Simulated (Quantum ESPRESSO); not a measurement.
The system is Li2S.

```
S Li
1.0
     0.00000    2.84450    2.84450
     2.84450    0.00000    2.84450
     2.84450    2.84450    0.00000
S Li
1 2
Direct
  0.00000 0.00000 0.00000
  0.75000 0.75000 0.75000
  0.25000 0.25000 0.25000
```

Base run:

- Program: Quantum ESPRESSO 7.5
- Functional: PBE
- Potentials or basis: PseudoDojo 0.4.1 SR PBE standard
- Cutoff: 1007 eV
- Density cutoff: 4027 eV
- k mesh: 8 × 8 × 8
- Occupations: fermi-dirac, width 0.05 eV
- Spin: no spin polarisation

Its results: band gap on the k mesh 3.39 eV, indirect (least direct gap 4.29 eV); pressure 0.4 GPa.

Question: The run is repeated on the same cell with these changes: functional from PBE to vdW-DF-C09. What comes out?

Answer: Band gap on the k mesh 3.30 eV, indirect (least direct gap 4.22 eV); pressure -0.2 GPa.

Caveats: the potentials were made for another functional, which shifts forces and pressure (some runs).

Not every run made on this cell is shown here.
